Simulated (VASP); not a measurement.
# CaO in VASP 6.6.1, relaxation

INCAR

```
NELM = 120
GGA = PE
LASPH = .TRUE.
LWAVE = .FALSE.
LREAL = .FALSE.
LMAXMIX = 6
EDIFF = 1E-7
ISIF = 3
NBANDS = 15
SIGMA = 0.02
ENCUT = 600
ISMEAR = -1
EDIFFG = -5E-3
PREC = Accurate
IBRION = 2
LCHARG = .FALSE.
NSW = 40
```

KPOINTS

```
KPOINTS created by Atomic Simulation Environment
0
Gamma
8 8 8
0 0 0
```

POSCAR

```
Ca O
 1.0000000000000000
     0.0000000000000000    2.5408030645999999    2.5408030645999999
     2.5408030645999999    0.0000000000000000    2.5408030645999999
     2.5408030645999999    2.5408030645999999    0.0000000000000000
 Ca  O
   1   1
Cartesian
  0.0000000000000000  0.0000000000000000  0.0000000000000000
  1.2704015323000000  1.2704015323000000  1.2704015323000000
```

The recommended PBE PAW datasets give the neutral cell 16 valence electrons.

Command

```
mpirun -np 1 vasp_std
```

Task: Predict the outcome of this run.

Result: It converged. Results: relaxed cell vector lengths 3.714, 3.714, 3.714 Å; relaxed cell volume 36.22 Å³.

OSZICAR

```
N       E                     dE             d eps       ncg     rms          rms(c)
DAV:   1     0.137890567699E+03    0.13789E+03   -0.90591E+03   870   0.119E+03
DAV:   2    -0.798119803320E+01   -0.14587E+03   -0.13454E+03  1101   0.299E+02
DAV:   3    -0.147659263816E+02   -0.67847E+01   -0.67413E+01   955   0.670E+01
DAV:   4    -0.150038137512E+02   -0.23789E+00   -0.23764E+00  1339   0.106E+01
DAV:   5    -0.150053462420E+02   -0.15325E-02   -0.15325E-02   970   0.101E+00    0.977E+00
DAV:   6    -0.124469380225E+02    0.25584E+01   -0.81159E+00   926   0.255E+01    0.396E+00
DAV:   7    -0.123602155241E+02    0.86722E-01   -0.79964E-01   924   0.856E+00    0.200E+00
DAV:   8    -0.123517048336E+02    0.85107E-02   -0.13687E-01  1108   0.388E+00    0.491E-01
DAV:   9    -0.123500295140E+02    0.16753E-02   -0.11761E-02   972   0.109E+00    0.163E-01
DAV:  10    -0.123516114044E+02   -0.15819E-02   -0.15976E-03   926   0.349E-01    0.548E-02
...
DAV:   1    -0.125830491937E+02   -0.15014E+00   -0.32144E+00  1171   0.179E+01    0.258E+00
DAV:   2    -0.124705194822E+02    0.11253E+00   -0.44342E-01   982   0.544E+00    0.109E+00
DAV:   3    -0.124453198067E+02    0.25200E-01   -0.47935E-02  1400   0.260E+00    0.472E-01
DAV:   4    -0.124413911360E+02    0.39287E-02   -0.30772E-02  1459   0.132E+00    0.156E-01
DAV:   5    -0.124416435185E+02   -0.25238E-03   -0.30572E-04   961   0.198E-01    0.116E-01
DAV:   6    -0.124425258672E+02   -0.88235E-03   -0.10109E-03  1417   0.197E-01    0.313E-02
DAV:   7    -0.124425453847E+02   -0.19517E-04   -0.15150E-05  1032   0.402E-02    0.131E-02
DAV:   8    -0.124425469040E+02   -0.15193E-05   -0.20426E-06  1067   0.157E-02    0.110E-03
DAV:   9    -0.124425468300E+02    0.73984E-07   -0.71316E-08   794   0.256E-03
   3 F= -.12442547E+02 E0= -.12442547E+02  d E =-.907548E-01
```

```
ionic step  ΔE (meV/atom)  volume (Å³)  largest force (eV/Å)  pressure (GPa)  electronic steps
         1            0.0        32.81                 0.000            9.22                15
         2          -40.6        37.49                 0.000           -2.39                13
         3          -45.4        36.22                 0.000            0.04                 9
```

 The volume moved far on the plane waves of the start cell, so a restart from CONTCAR is due.

For comparison, a separate PBE relaxation on usual settings, not on those above, ends at 36.22 Å³.
